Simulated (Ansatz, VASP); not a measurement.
## TiO2: VASP beside Ansatz

```
Ti O
1.0
     0.00000    2.42056    2.42056
     2.42056    0.00000    2.42056
     2.42056    2.42056    0.00000
Ti O
1 2
Cartesian
  0.0000 0.0000 0.0000
  1.2103 1.2103 1.2103
  3.6308 3.6308 3.6308
```

Alike in both runs: task single point; functional r2SCAN; k mesh 8 × 8 × 8; no spin polarisation.

|  | VASP | Ansatz |
| --- | --- | --- |
| version | VASP 6.6.1 | Ansatz 0.2.0 |
| potentials or method | VASP PAW PBE potentials, release 64 (Ti_sv, O) | plane waves, PAW |
| plane-wave cutoff (eV) | 520 | 500 |
| occupations | gaussian, width 0.01 eV | fixed |
| valence electrons in the cell | 24 | 24 |

|  | VASP | Ansatz | Ansatz less VASP |
| --- | --- | --- | --- |
| gap on the k mesh at the Fermi level (eV) | 1.51 | 1.47 | -0.037 |
| pressure (GPa) | -6.3 | -7.6 | -1.36 |

Caveats: the PAW data sets were made with another functional, which shifts forces and pressure a little (VASP). r2SCAN opens gaps a little over a GGA but as a rule still falls short of measured ones. A k mesh can miss the band edges.
